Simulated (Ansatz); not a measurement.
# LiF and its competing phases

Theory: DFT PBE, scalar-relativistic, plane waves, PAW (Ansatz 0.2.0). All cells share a 420 eV cutoff and Γ-centred k meshes spaced at most about 0.3 Å⁻¹ (2π included). No spin polarisation.

Energies over the elements count from the elements' standard structures at the same level (F₂ as a molecule), with no fitted energy shifts.

These are static total energies at zero pressure.

The competitors are the elements and 1 reference phase of this chemical system (from databases or known types: LiF), relaxed at the same level; other known phases may be missing.

The candidate was reached from: 4-connected net, two elements alternating.

```cif
data_structure
_symmetry_space_group_name_H-M 'P3_121'
_symmetry_Int_Tables_number 152
_cell_length_a 4.8954
_cell_length_b 4.8954
_cell_length_c 2.9267
_cell_angle_alpha 90.000
_cell_angle_beta 90.000
_cell_angle_gamma 120.000
_cell_volume 60.74
loop_
_atom_site_label
_atom_site_type_symbol
_atom_site_symmetry_multiplicity
_atom_site_Wyckoff_symbol
_atom_site_fract_x
_atom_site_fract_y
_atom_site_fract_z
_atom_site_occupancy
Li1 Li 3 a 0.62181 0.62181 0.00000 1
F1 F 3 b 0.00000 0.63369 0.16667 1
```

Task: Where does it stand against these competitors?

Result: Not the lowest form: another structure of the same formula lies lower. Its formation energy is -2.905 eV/atom. The lowest competing phase at this composition is this:

```
phase       space group             source  share of atoms  ΔE_f (eV/atom)
  LiF  P6_3mc (No. 186)  Materials Project          1.0000          -2.953
```

The candidate lies 48 meV/atom above this phase. The candidate matches no cell in the subsets of the Crystallography Open Database and the Materials Project at hand. That margin is within the range where metastable phases are often made. Checks: no imaginary mode on a 2×2×4 q mesh. The Crystallography Open Database lists this formula in another space group (No. 225).
